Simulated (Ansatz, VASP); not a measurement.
# C (graphene, 2 layers, AB stacking) in two plane-wave programs, part 2 of 2

Wanted: the spread between two codes on one cell, functional and k mesh. The structure shown is the start of the Ansatz relaxation below; VASP solves that cell, so the two are compared at the walk's first step.

VASP 6.6.1 and Ansatz 0.2.0.

So far: Starting point; Ansatz: relaxation, PBE with D3(BJ).

## (3) VASP: single point, PBE with D3(BJ), start cell

Level of this step: PBE with D3(BJ); plane waves and PAW (C) (VASP).

The same cell, functional, mesh and smearing now go to VASP, with its own data sets.

Lines of VASP's logs that name or quote its potential files are left out, and so is its time.

INCAR reads:

```
SYSTEM = C
PREC = Accurate
ENCUT = 520
EDIFF = 1E-06
NELM = 120
ISMEAR = -1
SIGMA = 0.05
LREAL = .FALSE.
ALGO = Normal
GGA = PE
IVDW = 12
NBANDS = 14
LORBIT = 11
LWAVE = .FALSE.
LCHARG = .FALSE.
ISIF = 2
LDIPOL = .TRUE.
IDIPOL = 3
DIPOL = 0.5 0.5 0.5
LVHAR = .TRUE.
LASPH = .TRUE.
GGA_COMPAT = .FALSE.
NELMDL = -8
```

POSCAR reads:

```
C
1.0
    2.4670000000      0.0000000000      0.0000000000
   -1.2335000000      2.1364850000      0.0000000000
    0.0000000000      0.0000000000     19.3000000000
C
4
Direct
    0.6666667447      0.3333334894      0.4145077720
    0.3333332553      0.6666665106      0.4145077720
    0.0000000000      0.0000000000      0.5854922280
    0.6666667447      0.3333334894      0.5854922280
```

KPOINTS reads:

```
Automatic mesh
0
Gamma
12 12 1
0 0 0
```

Potentials, in the order of the species: C (PBE family, release 64).

Run with:

```console
$ mpirun -np 1 vasp_std
```

Numbers of over 12 decimals in the logs are rounded to 6 here.

Output:

```text
[banner, memory and clock lines left out]
running    1 mpi-ranks, on    1 nodes
 distrk:  each k-point on    1 cores,    1 groups
 distr:  one band on    1 cores,    1 groups

 POSCAR found type information on POSCAR C
 POSCAR found :  1 types and       4 ions
 LDA part: xc-table for (Slater+PW92), standard interpolation
 POSCAR, INCAR and KPOINTS ok, starting setup
 FFT: planning ... GRIDC
 FFT: planning ... GRID_SOFT
 FFT: planning ... GRID
 WAVECAR not read
 entering main loop
       N       E                     dE             d eps       ncg     rms          rms(c)
DAV:   1     0.104228423910E+03    0.10423E+03   -0.66025E+03   532   0.909E+02
DAV:   2    -0.280556498315E+02   -0.13228E+03   -0.12062E+03   802   0.209E+02
DAV:   3    -0.390662355929E+02   -0.11011E+02   -0.10906E+02   658   0.662E+01
DAV:   4    -0.392887390946E+02   -0.22250E+00   -0.22177E+00   746   0.117E+01
DAV:   5    -0.392952184044E+02   -0.64793E-02   -0.64672E-02   690   0.186E+00
DAV:   6    -0.392955230615E+02   -0.30466E-03   -0.30463E-03   798   0.392E-01
DAV:   7    -0.392955330652E+02   -0.10004E-04   -0.99965E-05   698   0.539E-02
DAV:   8    -0.392955336043E+02   -0.53911E-06   -0.53851E-06   656   0.108E-02    0.890E+00
DAV:   9    -0.375000717411E+02    0.17955E+01   -0.15527E+00   676   0.783E+00    0.523E+00
DAV:  10    -0.368704592043E+02    0.62961E+00   -0.20412E+00   718   0.895E+00    0.136E+00
DAV:  11    -0.368647465671E+02    0.57126E-02   -0.84786E-02   702   0.178E+00    0.141E-01
DAV:  12    -0.368639189137E+02    0.82765E-03   -0.30705E-03   714   0.374E-01    0.921E-02
DAV:  13    -0.368615625403E+02    0.23564E-02   -0.21403E-03   706   0.263E-01    0.650E-02
DAV:  14    -0.368615169698E+02    0.45571E-04   -0.39774E-04   652   0.135E-01    0.303E-02
DAV:  15    -0.368620123759E+02   -0.49541E-03   -0.23795E-04   640   0.873E-02    0.146E-02
DAV:  16    -0.368622543637E+02   -0.24199E-03   -0.64103E-05   580   0.449E-02    0.753E-03
DAV:  17    -0.368624923232E+02   -0.23796E-03   -0.15201E-05   616   0.188E-02    0.580E-03
DAV:  18    -0.368626300566E+02   -0.13773E-03   -0.12682E-05   646   0.151E-02    0.402E-03
DAV:  19    -0.368626928528E+02   -0.62796E-04   -0.34727E-06   640   0.898E-03    0.309E-03
DAV:  20    -0.368627258411E+02   -0.32988E-04   -0.15251E-06   578   0.574E-03    0.284E-03
DAV:  21    -0.368627276368E+02   -0.17957E-05   -0.41448E-08   524   0.144E-03    0.168E-03
DAV:  22    -0.368627324993E+02   -0.48625E-05   -0.10415E-07   434   0.177E-03    0.187E-04
DAV:  23    -0.368627327144E+02   -0.21515E-06   -0.91408E-09   494   0.648E-04
   1 F= -.37347353E+02 E0= -.37346383E+02  d E =-.193959E-02
```

OUTCAR, selected parts (step 3):

```text
ion  position               nearest neighbor table
   1  0.667  0.333  0.415-   2 1.42   2 1.42   2 1.42
   2  0.333  0.667  0.415-   1 1.42   1 1.42   1 1.42
   3  0.000  0.000  0.585-   4 1.42   4 1.42   4 1.42
   4  0.667  0.333  0.585-   3 1.42   3 1.42   3 1.42

  LATTYP: Found a hexagonal cell.
 ALAT       =     2.4670000000
 C/A-ratio  =     7.8232671261

 Subroutine GETGRP returns: Found 12 space group operations
 (whereof  6 operations were pure point group operations)

The static configuration has the point symmetry C_3v.
 The point group associated with its full space group is D_3d.

 Found     19 irreducible k-points:

   k-points           NKPTS =     19   k-points in BZ     NKDIM =     19   number of bands    NBANDS=     14

   dimension x,y,z NGX =    18 NGY =   18 NGZ =  144
   dimension x,y,z NGXF=    36 NGYF=   36 NGZF=  288

   ENCUT  =  520.0 eV  38.22 Ry    6.18 a.u.   4.59  4.59 35.89*2*pi/ulx,y,z

   NELECT =      16.0000    total number of electrons

 k-points in reciprocal lattice and weights: Automatic mesh
   0.00000000  0.00000000  0.00000000       0.007
   0.08333333  0.00000000  0.00000000       0.042
   0.16666667  0.00000000  0.00000000       0.042
   0.25000000  0.00000000  0.00000000       0.042
   0.33333333  0.00000000  0.00000000       0.042
   0.41666667  0.00000000  0.00000000       0.042
   0.50000000  0.00000000  0.00000000       0.021
   0.08333333  0.08333333  0.00000000       0.042
   0.16666667  0.08333333  0.00000000       0.083
[...]
0.33333333  0.25000000  0.00000000       0.083
   0.33333333  0.33333333  0.00000000       0.014

 dipolmoment           0.000000      0.000000     -0.000000 electrons x Angstroem

 average (electrostatic) potential at core
       1 -56.6056       2 -56.5860       3 -56.5860       4 -56.6056

 E-fermi :  -1.1736

 k-point     1 :       0.0000    0.0000    0.0000
  band No.  band energies     occupation
    ...
      4      -8.2233      2.00000
      5      -4.2018      2.00000
      6      -4.2018      2.00000
      7      -4.1908      2.00000
      8      -4.1908      2.00000
      9       2.2801      0.00000
     10       2.6760      0.00000
     11       3.4530      0.00000
     12       4.7807      0.00000
     13       5.1962      0.00000
    ...

 k-point     2 :       0.0833    0.0000    0.0000
  band No.  band energies     occupation
    ...
      4      -8.0315      2.00000
      5      -4.8572      2.00000
      6      -4.8373      2.00000
      7      -4.5426      2.00000
      8      -4.5259      2.00000
      9       2.5011      0.00000
     10       2.8990      0.00000
     11       3.6787      0.00000
     12       5.0041      0.00000
     13       5.4054      0.00000
    ...

 k-point     3 :       0.1667    0.0000    0.0000
  band No.  band energies     occupation
    ...
      4      -7.4620      2.00000
      5      -6.5038      2.00000
      6      -6.4662      2.00000
      7      -5.3374      2.00000
      8      -5.3135      2.00000
      9       3.1637      0.00000
     10       3.5665      0.00000
     11       4.3558      0.00000
     12       5.6725      0.00000
     13       6.0263      0.00000
    ...

 Edisp (eV)   -0.48462

  Total      -0.03520    -0.03520     0.08129     0.00000     0.00000     0.00000
  in kB      -0.55440    -0.55440     1.28040     0.00000     0.00000     0.00000
  external pressure =        0.06 kB  Pullay stress =        0.00 kB

  energy-cutoff  :      520.00
  volume of cell :      101.72
      direct lattice vectors                 reciprocal lattice vectors
     2.467000000  0.000000000  0.000000000     0.405350628  0.234029258  0.000000000
    -1.233500000  2.136485000  0.000000000     0.000000000  0.468058517  0.000000000
     0.000000000  0.000000000 19.300000000     0.000000000  0.000000000  0.051813472

 POSITION                                       TOTAL-FORCE (eV/Angst)
 -----------------------------------------------------------------------------------
      1.23350      0.71216      8.00000        -0.000000     -0.000000     -0.001023
     -0.00000      1.42432      8.00000        -0.000000     -0.000000     -0.030745
      0.00000      0.00000     11.30000         0.000000      0.000000      0.030745
      1.23350      0.71216     11.30000         0.000000      0.000000      0.001023
 -----------------------------------------------------------------------------------
    total drift:                               -0.000000     -0.000063     -0.000015

  FREE ENERGIE OF THE ION-ELECTRON SYSTEM (eV)
  ---------------------------------------------------
  free  energy   TOTEN  =       -37.3473527988 eV

  energy  without entropy=      -37.3454132076  energy(sigma->0) =      -37.34638300

 vacuum level on the upper side and lower side of the slab         3.118         3.118

 total charge
# of ion       s       p       d       tot
------------------------------------------
    1        0.863   1.784   0.000   2.647
    2        0.862   1.787   0.000   2.649
    3        0.862   1.787   0.000   2.649
    4        0.863   1.784   0.000   2.647
--------------------------------------------------
tot          3.450   7.142   0.000  10.592

[... 3 further parts left out ...]
```

Dispersion corrections of this kind ignore metallic screening and tend to overbind metals.

## (4) Side by side

Known differences besides the potentials themselves: the cutoff is 420 eV in Ansatz and 520 eV in VASP. Total energies have different zeros and are not compared.

With vacuum in the cell, a pressure given here is an average over mostly empty space and none of the material.

## (5) Outcome

```
r.m.s. force difference (single point, PBE with D3(BJ), start cell) : 0.28 meV/Å
```

What this shows: The r.m.s. force difference is 0.28 meV/Å (single point, PBE with D3(BJ), start cell), within the 12 meV/Å picked in this series as the mark of a large difference. 1 further run of this series is not shown here. Such differences can come from data sets, numerical settings and the points named under the comparisons, not from the functional's error against experiment.

[Lines on the potential files, build, host, timing and source positions are cut from VASP's logs without a mark.]

[Logs are printed without paths, hosts, clocks, repeated set-up lines and the standing remarks that a program may print on its own settings, such as how far it seeks lower states.]

[Hosts, paths, dates, database ids (printed as entryN), source tags and the programs' standing remarks are cut or masked in the printed files.]
